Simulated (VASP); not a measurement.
## Band gap of In2O3 at several levels of theory

Aim: the gap of In2O3 on one structure at many levels of theory. The starting structure is a measured crystal structure from the Crystallography Open Database. The atoms were first relaxed with LDA in that cell, in a run that isn't shown, and the relaxed structure is the one below. Meshes and data sets differ where the inputs say so.

Main program and level: VASP 6.6.1; Kohn-Sham DFT with plane waves and PAW; LDA, PBE, r2SCAN, TB-mBJ, LDA + spin-orbit coupling, r2SCAN + spin-orbit coupling and TB-mBJ + spin-orbit coupling.

## (1) Starting point

The structure is trigonal, space group R-3c (No. 167). Conventional cell: a = 5.487 Å, b = 5.487 Å, c = 14.510 Å, α = 90.00°, β = 90.00°, γ = 120.00°. Nearest to In lie 6 O at 2.12 to 2.25 Å. O has 4 In at 2.12 to 2.25 Å nearest. Farther neighbours and most contacts between anions are not listed.

Structure file:

```cif
data_structure
_symmetry_space_group_name_H-M 'P 1'
_symmetry_Int_Tables_number 1
_cell_length_a 5.7818
_cell_length_b 5.7818
_cell_length_c 5.7818
_cell_angle_alpha 56.655
_cell_angle_beta 56.655
_cell_angle_gamma 56.655
_cell_volume 126.11
loop_
_atom_site_label
_atom_site_type_symbol
_atom_site_fract_x
_atom_site_fract_y
_atom_site_fract_z
_atom_site_occupancy
In1 In 0.85703 0.85703 0.85703 1
In2 In 0.64297 0.64297 0.64297 1
In3 In 0.14297 0.14297 0.14297 1
In4 In 0.35703 0.35703 0.35703 1
O5 O 0.04600 0.75000 0.45400 1
O6 O 0.75000 0.45400 0.04600 1
O7 O 0.45400 0.04600 0.75000 1
O8 O 0.95400 0.25000 0.54600 1
O9 O 0.25000 0.54600 0.95400 1
O10 O 0.54600 0.95400 0.25000 1
```

## (2) Bands with LDA

LDA, the lowest rung, knows the local density alone.

Contents of INCAR:

```
SYSTEM = In2O3
PREC = Accurate
ENCUT = 460
EDIFF = 1E-06
NELM = 100
ISMEAR = 0
SIGMA = 0.03
LREAL = .FALSE.
ALGO = Normal
GGA = CA
NBANDS = 68
LORBIT = 11
LWAVE = .FALSE.
LCHARG = .FALSE.
KPAR = 16
LASPH = .TRUE.
```

Contents of POSCAR:

```
In2O3
1.0
    2.7435000000      1.5839604635      4.8366666667
   -2.7435000000      1.5839604635      4.8366666667
    0.0000000000     -3.1679209270      4.8366666667
In O
4 6
Direct
    0.8570255814      0.8570255814      0.8570255814
    0.6429744186      0.6429744186      0.6429744186
    0.1429744186      0.1429744186      0.1429744186
    0.3570255814      0.3570255814      0.3570255814
    0.0459967389      0.7500000000      0.4540032611
    0.7500000000      0.4540032611      0.0459967389
    0.4540032611      0.0459967389      0.7500000000
    0.9540032611      0.2500000000      0.5459967389
    0.2500000000      0.5459967389      0.9540032611
    0.5459967389      0.9540032611      0.2500000000
```

Contents of KPOINTS:

```
Automatic mesh
0
Gamma
6 6 6
0 0 0
```

Contents of KPOINTS_OPT:

```
Line mode
8
Line-mode
Reciprocal
  0.00000000   0.00000000   0.00000000 GAMMA
  0.50000000   0.00000000   0.00000000 L

  0.50000000   0.00000000   0.00000000 L
  0.50000000   0.23816651  -0.23816651 B1

  0.76183349   0.50000000   0.23816651 B
  0.50000000   0.50000000   0.50000000 Z

  0.50000000   0.50000000   0.50000000 Z
  0.00000000   0.00000000   0.00000000 GAMMA

  0.00000000   0.00000000   0.00000000 GAMMA
  0.36908326   0.00000000  -0.36908326 X

  0.63091674   0.36908326   0.00000000 Q
  0.50000000   0.50000000   0.00000000 F

  0.50000000   0.50000000   0.00000000 F
  0.63091674   0.63091674   0.23816651 P1

  0.63091674   0.63091674   0.23816651 P1
  0.50000000   0.50000000   0.50000000 Z

  0.50000000   0.00000000   0.00000000 L
  0.76183349   0.36908326   0.36908326 P
```

PAW data sets: In_d and O (LDA family, release 64).

Command:

```console
$ mpirun -np 16 vasp_std
```

Log:

```text
[banner, memory and clock lines left out]
running   16 mpi-ranks, on    1 nodes
 distrk:  each k-point on    1 cores,   16 groups
 distr:  one band on    1 cores,    1 groups

 POSCAR found type information on POSCAR InO
 POSCAR found :  2 types and      10 ions
|                                                                             |
|           W    W    AA    RRRRR   N    N  II  N    N   GGGG   !!!           |
|           W    W   A  A   R    R  NN   N  II  NN   N  G    G  !!!           |
|           W    W  A    A  R    R  N N  N  II  N N  N  G       !!!           |
|           W WW W  AAAAAA  RRRRR   N  N N  II  N  N N  G  GGG   !            |
|           WW  WW  A    A  R   R   N   NN  II  N   NN  G    G                |
|           W    W  A    A  R    R  N    N  II  N    N   GGGG   !!!           |
|                                                                             |
|     For optimal performance we recommend to set                             |
|       NCORE = 2 up to number-of-cores-per-socket                            |
|     NCORE specifies how many cores store one orbital (NPAR=cpu/NCORE).      |
|     This setting can greatly improve the performance of VASP for DFT.       |
|     The default, NCORE=1 might be grossly inefficient on modern             |
|     multi-core architectures or massively parallel machines. Do your        |
|     Unfortunately you need to use the default for GW and RPA                |
|     calculations (for HF NCORE is supported but not extensively tested      |
|     yet).                                                                   |
|                                                                             |

 LDA part: xc-table for (Slater(with rela. corr.)+CA(PZ))
 , standard interpolation
 POSCAR, INCAR and KPOINTS ok, starting setup
 FFT: planning ... GRIDC
 FFT: planning ... GRID_SOFT
 FFT: planning ... GRID
 WAVECAR not read
 entering main loop
       N       E                     dE             d eps       ncg     rms          rms(c)
DAV:   1     0.115411989768E+04    0.11541E+04   -0.35421E+04  4736   0.173E+03
DAV:   2     0.165196158321E+03   -0.98892E+03   -0.89685E+03  4472   0.505E+02
DAV:   3    -0.574146368057E+02   -0.22261E+03   -0.21310E+03  4816   0.214E+02
DAV:   4    -0.728441754472E+02   -0.15430E+02   -0.15256E+02  5320   0.656E+01
DAV:   5    -0.732757620075E+02   -0.43159E+00   -0.43119E+00  5436   0.108E+01    0.234E+01
DAV:   6    -0.638730756973E+02    0.94027E+01   -0.21029E+01  6764   0.497E+01    0.171E+01
DAV:   7    -0.638288707260E+02    0.44205E-01   -0.29426E+00  4952   0.934E+00    0.428E+00
DAV:   8    -0.637176329135E+02    0.11124E+00   -0.24108E-01  6104   0.240E+00    0.193E+00
DAV:   9    -0.636756091174E+02    0.42024E-01   -0.22345E-02  6484   0.193E+00    0.433E-01
DAV:  10    -0.636737981838E+02    0.18109E-02   -0.10526E-02  6268   0.890E-01    0.156E-01
DAV:  11    -0.636739147698E+02   -0.11659E-03   -0.87853E-04  6520   0.215E-01    0.395E-02
DAV:  12    -0.636739249360E+02   -0.10166E-04   -0.51302E-05  6248   0.794E-02    0.374E-02
DAV:  13    -0.636739201654E+02    0.47706E-05   -0.12450E-05  5792   0.241E-02    0.138E-02
DAV:  14    -0.636739201461E+02    0.19305E-07   -0.19168E-06  3240   0.973E-03
   1 F= -.63673920E+02 E0= -.63673920E+02  d E =-.155828E-12
 Start KPOINTS_OPT (optional k-point list driver)
k-point batch [1-32\72]
       N       E                     dE             ncg
DAV:   1     0.288571141139E+05   -0.16966E+05     4740
DAV:   2    -0.160590496784E+04   -0.30463E+05     4432
DAV:   3    -0.840799256476E+04   -0.68021E+04     4776
DAV:   4    -0.889601491998E+04   -0.48802E+03     5368
DAV:   5    -0.890987393090E+04   -0.13859E+02     5472
DAV:   6    -0.891063113986E+04   -0.75721E+00     6212
DAV:   7    -0.891064427340E+04   -0.13134E-01     5940
DAV:   8    -0.891064466830E+04   -0.39490E-03     6208
DAV:   9    -0.891064467768E+04   -0.93863E-05     4672
DAV:  10    -0.891064467840E+04   -0.71783E-06     2936
[...]
k-point batch [65-72\72]
       N       E                     dE             ncg
DAV:   1     0.568523815830E+05   -0.84198E+04     1188
DAV:   2     0.492052262324E+05   -0.76472E+04     1096
DAV:   3     0.474598254513E+05   -0.17454E+04     1200
DAV:   4     0.473323616515E+05   -0.12746E+03     1312
DAV:   5     0.473287132224E+05   -0.36484E+01     1344
DAV:   6     0.473285130403E+05   -0.20018E+00     1524
DAV:   7     0.473285094073E+05   -0.36330E-02     1468
DAV:   8     0.473285092884E+05   -0.11888E-03     1552
DAV:   9     0.473285092858E+05   -0.25673E-05     1224
DAV:  10     0.473285092857E+05   -0.17866E-06      708
```

Run time: 32 s. Hardware: 16 MPI ranks of Intel Xeon 6975P-C (Granite Rapids), shared host; peak memory 7 GiB; 8.4 min of CPU time.

Lines that name or quote the potential files are left out of all logs, and their timing lines are given in words.

OUTCAR, selected parts (step 2):

```text
ion  position               nearest neighbor table
   1  0.857  0.857  0.857-   8 2.12  10 2.12   9 2.12   6 2.25   5 2.25   7 2.25   2 3.11   3 3.24
                             3 3.24   3 3.24   2 3.61   2 3.61   2 3.61   4 3.99   4 3.99   4 3.99
   2  0.643  0.643  0.643-   9 2.12  10 2.12   8 2.12   6 2.25   5 2.25   7 2.25   1 3.11   4 3.24
                             4 3.24   4 3.24   1 3.61   1 3.61   1 3.61   3 3.99   3 3.99   3 3.99
   3  0.143  0.143  0.143-   5 2.12   7 2.12   6 2.12   8 2.25   9 2.25  10 2.25   4 3.11   1 3.24
                             1 3.24   1 3.24   4 3.61   4 3.61   4 3.61   2 3.99   2 3.99   2 3.99
   4  0.357  0.357  0.357-   6 2.12   7 2.12   5 2.12   8 2.25   9 2.25  10 2.25   3 3.11   2 3.24
                             2 3.24   2 3.24   3 3.61   3 3.61   3 3.61   1 3.99   1 3.99   1 3.99
   5  0.046  0.750  0.454-   3 2.12   4 2.12   1 2.25   2 2.25
   6  0.750  0.454  0.046-   4 2.12   3 2.12   1 2.25   2 2.25
   7  0.454  0.046  0.750-   3 2.12   4 2.12   1 2.25   2 2.25
   8  0.954  0.250  0.546-   1 2.12   2 2.12   3 2.25   4 2.25
   9  0.250  0.546  0.954-   2 2.12   1 2.12   3 2.25   4 2.25
  10  0.546  0.954  0.250-   1 2.12   2 2.12   3 2.25   4 2.25

  LATTYP: Found a trigonal (rhomboedric) cell.
 ALAT       =     5.7817875648
 COS(alpha) =     0.5496857780

 Subroutine GETGRP returns: Found 12 space group operations
 (whereof  6 operations were pure point group operations)

The static configuration has the point symmetry S_6 .
 The point group associated with its full space group is D_3d.

 Found     32 irreducible k-points:

   k-points           NKPTS =     32   k-points in BZ     NKDIM =     32   number of bands    NBANDS=     68

   dimension x,y,z NGX =    40 NGY =   40 NGZ =   40
   dimension x,y,z NGXF=    80 NGYF=   80 NGZF=   80

   ENCUT  =  460.0 eV  33.81 Ry    5.81 a.u.  10.11 10.11 10.11*2*pi/ulx,y,z

   NELECT =      88.0000    total number of electrons

 k-points in reciprocal lattice and weights: Automatic mesh
   0.00000000  0.00000000  0.00000000       0.005
   0.16666667 -0.00000000  0.00000000       0.028
   0.33333333 -0.00000000  0.00000000       0.028
   0.50000000 -0.00000000  0.00000000       0.014
   0.16666667  0.16666667  0.00000000       0.028
   0.33333333  0.16666667 -0.00000000       0.056
   0.50000000  0.16666667  0.00000000       0.056
  -0.33333333  0.16666667 -0.00000000       0.056
  -0.16666667  0.16666667  0.00000000       0.028
[...]
-0.33333333  0.50000000  0.33333333       0.028
   0.50000000  0.50000000  0.50000000       0.005

 average (electrostatic) potential at core
       1 -92.6326       2 -92.6326       3 -92.6326       4 -92.6326       5 -68.9655
       6 -68.9655       7 -68.9655       8 -68.9655       9 -68.9655      10 -68.9655

 E-fermi :   5.4461

 k-point     1 :       0.0000    0.0000    0.0000
  band No.  band energies     occupation
    ...
     40       4.9120      2.00000
     41       5.0345      2.00000
     42       5.0345      2.00000
     43       5.2660      2.00000
     44       5.2660      2.00000
     45       6.5055      0.00000
     46      10.6582      0.00000
     47      11.4066      0.00000
     48      12.4324      0.00000
     49      14.3460      0.00000
    ...

 k-point     2 :       0.1667   -0.0000    0.0000
  band No.  band energies     occupation
    ...
     40       4.7985      2.00000
     41       5.0316      2.00000
     42       5.0999      2.00000
     43       5.1006      2.00000
     44       5.2482      2.00000
     45       7.3907      0.00000
     46      10.9779      0.00000
     47      11.2694      0.00000
     48      12.1530      0.00000
     49      13.3821      0.00000
    ...

 k-point     3 :       0.3333   -0.0000    0.0000
  band No.  band energies     occupation
    ...
     40       4.6522      2.00000
     41       4.6650      2.00000
     42       4.7611      2.00000
     43       5.1637      2.00000
     44       5.3051      2.00000
     45       8.8087      0.00000
     46      11.0416      0.00000
     47      11.1923      0.00000
     48      11.4556      0.00000
     49      12.9923      0.00000
    ...

  Total       -2.4814463     -2.4814463     -2.4870275      0.0000000      0.0000000      0.0000000
  in kB      -31.5259915    -31.5259915    -31.5968989      0.0000000      0.0000000      0.0000000
  external PRESSURE =     -31.5496273 kB  Pullay stress =       0.0000000 kB

  energy-cutoff  :      460.00
  volume of cell :      126.11
      direct lattice vectors                 reciprocal lattice vectors
     2.743500000  1.583960463  4.836666667     0.182248952  0.105221482  0.068917988
    -2.743500000  1.583960463  4.836666667    -0.182248952  0.105221482  0.068917988
     0.000000000 -3.167920927  4.836666667     0.000000000 -0.210442963  0.068917988

 POSITION                                       TOTAL-FORCE (eV/Angst)
 -----------------------------------------------------------------------------------
      0.00000      0.00000     12.43544         0.000000      0.000000      0.020395
      0.00000      0.00000      9.32956         0.000000      0.000000     -0.020395
      0.00000      0.00000      2.07456         0.000000      0.000000     -0.020395
      0.00000      0.00000      5.18044         0.000000      0.000000      0.020395
     -1.93143     -0.17742      6.04583        -0.004453     -0.007713      0.000000
      0.81207      1.76138      6.04583        -0.004453      0.007713      0.000000
      1.11937     -1.58396      6.04583         0.008907      0.000000      0.000000
      1.93143      0.17742      8.46417         0.004453      0.007713      0.000000
     -0.81207     -1.76138      8.46417         0.004453     -0.007713      0.000000
     -1.11937      1.58396      8.46417        -0.008907      0.000000      0.000000
 -----------------------------------------------------------------------------------
    total drift:                                0.000000     -0.000000     -0.000000

  FREE ENERGIE OF THE ION-ELECTRON SYSTEM (eV)
  ---------------------------------------------------
  free  energy   TOTEN  =       -63.6739201461 eV

  energy  without entropy=      -63.6739201461  energy(sigma->0) =      -63.67392015

 total charge
# of ion       s       p       d       tot
------------------------------------------
    1        0.660   0.678  10.069  11.407
    2        0.660   0.678  10.069  11.407
    3        0.660   0.678  10.069  11.407
    4        0.660   0.678  10.069  11.407
    5        1.560   3.429   0.000   4.988
    6        1.560   3.429   0.000   4.988
    7        1.560   3.429   0.000   4.988
    8        1.560   3.429   0.000   4.988
    9        1.560   3.429   0.000   4.988
   10        1.560   3.429   0.000   4.988
--------------------------------------------------
tot         11.999  23.284  40.274  75.556

[... 3 further parts left out ...]
```

Spin-orbit coupling is off here; with elements this heavy it can split and shift levels by tenths of an eV. At this level the cell is under a tension of 3.2 GPa, so at these settings it is away from equilibrium.

LDA gives a least gap of 1.199 eV, and a least direct gap of 1.239 eV.

## (3) Bands with PBE

PBE, the usual starting point, adds the gradient of the density.

INCAR: that of step 2 with these lines changed.

```diff
@@ -9,3 +9,3 @@
 ALGO = Normal
-GGA = CA
+GGA = PE
 NBANDS = 68
```

POSCAR is that of step 2.

KPOINTS is that of step 2.

KPOINTS_OPT is that of step 2.

The projector-augmented-wave data sets are In_d and O (PBE family, release 64).

Command:

```console
$ mpirun -np 16 vasp_std
```

Log:

```text
[banner, memory and clock lines left out]
running   16 mpi-ranks, on    1 nodes
[...]
[... a notice as in an earlier step ...]

 LDA part: xc-table for (Slater+PW92), standard interpolation
 POSCAR, INCAR and KPOINTS ok, starting setup
[...]
entering main loop
       N       E                     dE             d eps       ncg     rms          rms(c)
DAV:   1     0.116951029959E+04    0.11695E+04   -0.35516E+04  4716   0.173E+03
DAV:   2     0.174622915399E+03   -0.99489E+03   -0.90198E+03  4456   0.506E+02
DAV:   3    -0.495242480139E+02   -0.22415E+03   -0.21460E+03  4816   0.214E+02
DAV:   4    -0.649228511450E+02   -0.15399E+02   -0.15222E+02  5256   0.651E+01
[...]
DAV:  12    -0.553114768496E+02   -0.10016E-03   -0.11978E-04  4992   0.838E-02    0.303E-02
DAV:  13    -0.553114743531E+02    0.24965E-05   -0.14879E-05  6136   0.229E-02    0.285E-02
DAV:  14    -0.553114750083E+02   -0.65517E-06   -0.15930E-06  3692   0.896E-03
   1 F= -.55311475E+02 E0= -.55311475E+02  d E =-.231153E-14
 Start KPOINTS_OPT (optional k-point list driver)
k-point batch [1-32\72]
       N       E                     dE             ncg
DAV:   1     0.298393035767E+05   -0.15984E+05     4764
DAV:   2    -0.824636435786E+03   -0.30664E+05     4400
DAV:   3    -0.765313135166E+04   -0.68285E+04     4876
DAV:   4    -0.813721198351E+04   -0.48408E+03     5324
[...]
DAV:   8    -0.815188403392E+04   -0.40385E-03     6212
DAV:   9    -0.815188404360E+04   -0.96775E-05     4768
DAV:  10    -0.815188404426E+04   -0.65702E-06     2864
[...]
k-point batch [65-72\72]
       N       E                     dE             ncg
DAV:   1     0.571075854632E+05   -0.81646E+04     1168
DAV:   2     0.493863663555E+05   -0.77212E+04     1104
DAV:   3     0.476471468302E+05   -0.17392E+04     1196
DAV:   4     0.475218972679E+05   -0.12525E+03     1320
[...]
DAV:   8     0.475181511358E+05   -0.10252E-03     1520
DAV:   9     0.475181511332E+05   -0.25596E-05     1224
DAV:  10     0.475181511331E+05   -0.15811E-06      688
```

The job ended after 35 s (16 MPI ranks; peak memory 7.7 GiB).

Parts of OUTCAR (step 3):

```text
  Total        6.8004760      6.8004760      6.0141721     -0.0000000     -0.0000000     -0.0000000
  in kB       86.3978997     86.3978997     76.4081564     -0.0000000     -0.0000000     -0.0000000
  external PRESSURE =      83.0679853 kB  Pullay stress =       0.0000000 kB

 POSITION                                       TOTAL-FORCE (eV/Angst)
 -----------------------------------------------------------------------------------
      0.00000      0.00000     12.43544         0.000000     -0.000000      0.148196
      0.00000      0.00000      9.32956         0.000000     -0.000000     -0.148196
      0.00000      0.00000      2.07456         0.000000     -0.000000     -0.148196
      0.00000      0.00000      5.18044         0.000000     -0.000000      0.148196
     -1.93143     -0.17742      6.04583         0.020939      0.036268      0.000000
      0.81207      1.76138      6.04583         0.020939     -0.036268      0.000000
      1.11937     -1.58396      6.04583        -0.041878     -0.000000     -0.000000
      1.93143      0.17742      8.46417        -0.020939     -0.036268      0.000000
     -0.81207     -1.76138      8.46417        -0.020939      0.036268      0.000000
     -1.11937      1.58396      8.46417         0.041878     -0.000000     -0.000000
 -----------------------------------------------------------------------------------
    total drift:                                0.000000     -0.000000     -0.000000

  FREE ENERGIE OF THE ION-ELECTRON SYSTEM (eV)
  ---------------------------------------------------
  free  energy   TOTEN  =       -55.3114750083 eV

  energy  without entropy=      -55.3114750083  energy(sigma->0) =      -55.31147501

[... 2 parts as in an earlier step ...]

[... 1 further part left out ...]
[key lines of the parts left out:]
E-fermi :   5.7829
```

PBE gives a least gap of 1.292 eV, and a least direct gap of 1.329 eV. The least gap is +0.093 eV from that of LDA.

(Part 1 of 3 ends here.)

[Lines on the potential files, build, host, timing and source positions are cut from VASP's logs without a mark.]

[Logs are printed without paths, hosts, clocks, repeated set-up lines and the standing remarks that a program may print on its own settings, such as how far it seeks lower states.]

[Hosts, paths, dates, database ids (printed as entryN), source tags and the programs' standing remarks are cut or masked in the printed files.]
